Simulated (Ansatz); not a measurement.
WS2, a slab with vacuum:

```
W S
1.0
     3.18352    0.00000    0.00000
    -1.59176    2.75701    0.00000
     0.00000    0.00000   16.95058
W S
1 2
Direct
  0.00000 0.00000 0.00000
  0.33333 0.66667 0.09200
  0.33333 0.66667 0.90800
```

```yaml
Program: Ansatz 0.2.0
Task: single point
Functional: PBE
Potentials_or_basis: all-electron LAPW, scalar-relativistic
Cutoff: 283 eV (chosen from the basis error)
Basis_error_allowed: 0.001 eV/atom
k_mesh: 10 × 10 × 2
Occupations: fermi-dirac, width 0.05 eV
Spin: no spin polarisation
```

On this cell: largest force 0.263 eV/Å; band gap on the k mesh 1.99 eV, indirect (least direct gap 2.15 eV).

The same run follows on a disturbed copy (atoms moved at random, drawn with an rms of 0.05 Å):

```
W S
1.0
     3.18352    0.00000    0.00000
    -1.59176    2.75701    0.00000
     0.00000    0.00000   16.95058
W S
1 2
Cartesian
  -0.0087 0.0026 -0.0399
  0.0322 1.8182 1.5743
  0.0073 1.8154 15.4044
```

Question: What changes?

Answer: The energy moves by +20.9 meV/atom; largest force 1.908 eV/Å; band gap on the k mesh 1.92 eV, indirect (least direct gap 2.13 eV).

Forces on the atoms (eV/Å):
```
W    0.574 -0.515  1.745
S   -0.373  0.207 -0.556
S   -0.201  0.308 -1.189
```

Stress tensor (GPa, compression positive):
```
 0.40  0.19 -0.32
 0.19  0.79 -0.14
-0.32 -0.14  0.96
```

Caveats: spin-orbit coupling is left out, which moves the levels of the heavy elements.

A k mesh can miss the band edges.
